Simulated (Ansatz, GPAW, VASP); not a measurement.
**One calculation of Au, 3 ways**

```
Au
1.0
     0.00000    2.03500    2.03500
     2.03500    0.00000    2.03500
     2.03500    2.03500    0.00000
Au
1
Direct
  0.00000 0.00000 0.00000
```

Alike in all runs: task single point; functional PBE; k mesh 11 × 11 × 11; occupations gaussian, width 0.014 eV; no spin polarisation; no spin-orbit coupling. Pressure is positive in compression and, in plane waves, holds the error of the finite cutoff.

| program and potentials | plane-wave cutoff (eV) | notes | pressure (GPa) |
| --- | --- | --- | --- |
| Ansatz, all-electron LAPW, scalar-relativistic | - | - | 10.81 |
| GPAW, GPAW PAW data sets (gpaw-data 1.2.1) | 600 | - | 13.36 |
| VASP, PBE PAW files Au, 520 eV | 520 | - | 10.51 |

The pressure spans 10.51 (VASP, PBE PAW files Au, 520 eV) to 13.36 GPa (GPAW, GPAW PAW data sets (gpaw-data 1.2.1)), with all-electron results at 10.81. The cell lies far from this level's equilibrium.

The functional is the same throughout but for its coding, so the spread measures potentials, basis and numerics; runs on potential files found faulty are left out.
